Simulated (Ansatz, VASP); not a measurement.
## Al in VASP and in Ansatz

```
Al
1.0
     0.00000    2.96376    2.96376
     2.96376    0.00000    2.96376
     2.96376    2.96376    0.00000
Al
2
Direct
  0.87500 0.87500 0.87500
  0.12500 0.12500 0.12500
```

Alike in both runs: functional PBE; k mesh 12 × 12 × 12; occupations fermi-dirac, width 0.05 eV; no spin polarisation.

Ansatz relaxed the structure, and its values are those at the end. VASP's run is a single point on that final structure, the one shown.

```csv
,VASP,Ansatz
version,VASP 6.6.1,Ansatz 0.2.0
potentials or method,"VASP PAW PBE potentials, release 64 (Al)","PAW with Ansatz's default frozen-core files, scalar-relativistic"
plane-wave cutoff (eV),520,420
valence electrons in the cell,6,6
```

```tsv
	VASP	Ansatz	Ansatz less VASP
pressure (GPa)	2.6	2.6	+0.02
```

The functional is the same, so the differences come from potentials, cutoffs and numerics.
